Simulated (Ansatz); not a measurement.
All numbers below come from DFT PBE, scalar-relativistic, plane waves, PAW in Ansatz. Cutoff 420 eV, Γ-centred meshes of about 0.25 Å⁻¹ or finer for metals and 0.3 Å⁻¹ for insulators (2π included), Gaussian smearing. Collinear spin where magnetic atoms keep a moment.

All energies are static (0 K, no zero-point motion).

Compare these two cells of Gd6N, each relaxed at this level.

A. (ferromagnetic moments up to 7.0 μB)

```xyz
7
Lattice="3.1580 1.8233 5.8733 -3.1580 1.8233 5.8733 0.0000 -3.6465 5.8733" Properties=species:S:1:pos:R:3 pbc="T T T"
Gd    1.0074   -1.9146    7.2801
Gd   -2.1618    0.0848    7.2801
Gd    1.1544    1.8298    7.2801
Gd   -1.0074    1.9146   10.3397
Gd    2.1618   -0.0848   10.3397
Gd   -1.1544   -1.8298   10.3397
N     0.0000    0.0000    0.0000
```

B. (ferromagnetic moments up to 7.4 μB)

```xyz
7
Lattice="3.5860 0.0000 0.0000 -1.7930 3.1056 0.0000 0.0000 0.0000 17.8097" Properties=species:S:1:pos:R:3 pbc="T T T"
Gd    0.0000    2.0704    7.4358
Gd    1.7930    1.0352   10.3739
Gd    1.7930    1.0352   16.4537
Gd    0.0000    2.0704    1.3560
Gd    1.7930    1.0352    4.5343
Gd    0.0000    2.0704   13.2755
N     0.0000    0.0000    0.0000
```

Problem. Which is lower in energy, and by how much?

Solution. B is lower, by 12 meV/atom. A has space group R-3 (No. 148), 29.0 Å³/atom and no gap on its mesh; B has space group P-3m1 (No. 164), 28.3 Å³/atom and no gap. In A, Gd has 1 N at 2.45 Å and 12 Gd at 3.45–3.75 Å; N has 6 Gd at 2.45 Å. In B, around Gd on its first site lie 12 Gd at 3.56–3.59 Å; Gd on its second site has 3 N at 2.47 Å, 9 Gd at 3.41–3.59 Å and 3 Gd at 3.79 Å; N is surrounded by 6 Gd at 2.47 Å; 1 more site not described. Both come from trial cells of a structure search.

For metals, differences of a few meV/atom aren't resolved. The 4f shell of Gd is treated without a Hubbard U, which places its levels poorly. The magnetic state reached may not be the lowest. Cells relaxed within their symmetry can be saddle points. Some types were kept out of the candidates beforehand, so the set may lack a known form.
